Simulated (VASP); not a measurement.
Set up this calculation in VASP 6.6.1, as the native input.

```yaml
Task: single point
Functional: PBEsol
Potentials_or_basis: VASP PAW PBE potentials, release 64 (Hg, Se)
Cutoff: 520 eV
k_mesh: 6 × 6 × 6
Occupations: gaussian, width 0.1 eV
Spin: no spin polarisation
Dipole_correction: no
Further_INCAR_settings: ALGO = Normal; EDIFF = 1e-06; NBANDS = 16
```

The structure of HgSe lies in POSCAR:

```
HgSe
1.0
    0.0000000000      3.0360000000      3.0360000000
    3.0360000000      0.0000000000      3.0360000000
    3.0360000000      3.0360000000      0.0000000000
Hg Se
1 1
Direct
    0.0000000000      0.0000000000      0.0000000000
    0.7500000000      0.7500000000      0.7500000000
```

These files were run (other wordings do the same):

INCAR

```
ALGO = Normal
EDIFF = 1E-6
ENCUT = 520
GGA = PS
ISIF = 2
ISMEAR = 0
LASPH = True
LCHARG = True
LELF = True
LREAL = False
LVHAR = True
LWAVE = False
NBANDS = 16
NELM = 80
PREC = Accurate
SIGMA = 0.1
```

KPOINTS

```
k-points
0
Gamma
  6 6 6
```

Potentials or basis: VASP PAW PBE potentials, release 64 (Hg, Se).

Run with:

```bash
$ cat potpaw_PBE.64/Hg/POTCAR potpaw_PBE.64/Se/POTCAR > POTCAR
$ mpirun -np 1 vasp_std > vasp.out
```

It gave:

```yaml
Pressure: 2.1 GPa
Band_gap_on_the_k_mesh: none (metal or under the smearing width)
```

Caveat: the PAW data sets were made with another functional, which shifts forces and pressure a little.

Wall time 12 s on 1 thread of Intel(R) Xeon(R) Platinum 8259CL CPU @ 2.50GHz (Skylake/Cascade Lake), on a shared host, peak memory 0.18 GiB.
